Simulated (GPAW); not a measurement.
Runs of GPAW 26.7.0 on As. Symmetry: Pm-3m, No. 221, cubic system. Conventional cell: a = 2.704 Å, b = 2.704 Å, c = 2.704 Å, α = 90.00°, β = 90.00°, γ = 90.00°. As (site symmetry m-3m) is surrounded by 6 As at 2.70 Å. This isn't the form of As at room conditions, which is rhombohedral.

```tsv
task	level	potentials or basis	cell	band path	band points	gap on the mesh (eV)	pressure (GPa)	V0 of scaled cells (Å³/atom)	B0 (GPa)
single point	PBEsol	PAW data sets generated in the run's folder for this functional, pw	as given	-	-	none	-1.5	-	-
single point	PBEsol	PAW data sets generated in the run's folder for this functional, pw	cell strained at random at fixed volume	-	-	none	-1.4	-	-
equation of state	LDA	the program's PAW data sets (release 1.2.1) made for this functional, pw	as given	-	-	-	-	19.09	(a)
band structure	LDA	the program's PAW data sets (release 1.2.1) made for this functional, pw	as given	GXMGRX,MR	80	-	-3.1	-	-
equation of state	PBEsol	PAW data sets generated in the run's folder for this functional, pw	as given	-	-	-	-	(b)	92
```

Alike in all rows: no spin polarisation; k mesh 10 × 10 × 10; cutoff (eV) 600; smearing fermi-dirac 0.05 eV.

Task: Fill in the values left out.

Result: (a) 96; (b) 19.44.

A k mesh can miss the band edges, and the runs leave out spin-orbit coupling on As.

A gap of «none» marks a metal or a gap under the smearing width.
